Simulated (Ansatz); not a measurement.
InP, DFT, PBE, all-electron LAPW, scalar-relativistic (Ansatz 0.2.0), run on 1 thread of AMD EPYC 7R43 64-Core Processor (Zen 3) on a shared host.

The geometry is COD entry 1538565, unchecked; take it as a test cell. The listed cell was then made from it by scaling, straining or moving an atom.

Command: `ansatz run input.yaml --threads 1 --pin off --max-ram 3072MiB --backend cpu --events-out ev --progress --plain --runs-dir out`

```yaml
crystal:
  lattice:
    - [0.0, 2.910994608, 2.910994608]
    - [2.910994608, 0.0, 2.910994608]
    - [2.910994608, 2.910994608, 0.0]
  atoms:
    - { symbol: In, position: [0.0, 0.0, 0.0] }
    - { symbol: P, position: [0.5, 0.5, 0.5] }
kpoints:
  mp_grid: { grid: [11, 11, 11] }
  band_path:
    path:
      - [0.0, 0.0, 0.0]
      - [0.5, 0.0, 0.5]
      - [0.625, 0.25, 0.625]
      - [0.375, 0.375, 0.75]
      - [0.0, 0.0, 0.0]
      - [0.5, 0.5, 0.5]
      - [0.5, 0.25, 0.75]
      - [0.5, 0.0, 0.5]
    npoints: 5
scf:
  occupations: { method: fermi_dirac, width: 0.03 }
hamiltonian:
  xc: pbe
  pseudopotentials: { kind: all_electron, lapw: { basis_error: 0.00025 } }
output:
  forces: true
  stress: true
  eigenvalues: true
```

(1) How large is the problem that the program sets up?

(2) About how long does it take, and how much memory does it use?

Results:

(1) 56 irreducible k-points, 331 plane waves at Γ, 21 bands.

(2) 24 s of wall time for 8 SCF iterations, with a peak of 0.39 GiB. Times on shared machines scatter by tens of per cent.
